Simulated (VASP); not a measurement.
A run of VASP 6.6.1 is set up as follows.

The input INCAR:

```
SYSTEM = MoSe2
  PREC = Accurate
  ENCUT = 600
  EDIFF = 1E-7
  ISMEAR = 0
  SIGMA = 0.03
  LREAL = .False.
  LASPH = .True.
  NELM = 80
  ALGO = Normal
  ISIF = 4
  LWAVE = .False.
  LCHARG = .False.
  IBRION = 2
  NSW = 40
  EDIFFG = -0.01
  KPAR = 2
```

File KPOINTS:

```
Automatic mesh
0
Gamma
  9 9 2
  0 0 0
```

The input POSCAR:

```
MoSe2                                   
1.0
    3.2078583321      0.0000000000      0.0000000000
   -1.6039291661      2.7780868074      0.0000000000
    0.0000000000      0.0000000000     12.5666077465
  Mo              Se            
     2     4
Direct
     0.3333333332999970    0.6666666667000030    0.2500000000000000
     0.6666666667000030    0.3333333332999970    0.7500000000000000
     0.3333333332999970    0.6666666667000030    0.6196545792964159
     0.6666666667000030    0.3333333332999970    0.1196545792964159
     0.3333333332999970    0.6666666667000030    0.8803454207035841
     0.6666666667000030    0.3333333332999970    0.3803454207035841
```

Potentials or basis: VASP PAW LDA potentials, release 64 (Mo_sv, Se).

Run with:

```sh
$ cat potpaw_LDA.64/Mo_sv/POTCAR potpaw_LDA.64/Se/POTCAR > POTCAR
$ mpirun -np 2 vasp_std > vasp.out
```

Task: Predict the energy gained by relaxing.

Result: 9.8 meV/atom.

Task: What does it give for the band gap on the k mesh?

Result: 0.68 eV, indirect (least direct gap 1.55 eV).

The path:
| step | energy change (eV) | largest force (eV/Å) | pressure (GPa) |
| --- | --- | --- | --- |
| 1 | 0.0000 | 0.6806 | 6.38 |
| 2 | -0.0398 | 0.0190 | 3.11 |
| 3 | -0.0405 | 0.0607 | 3.49 |
| 4 | -0.0545 | 0.0357 | 2.88 |
| 5 | -0.0588 | 0.0095 | 2.34 |

Caveat: an odd mesh through Γ misses points on the zone boundary, where band edges often lie.
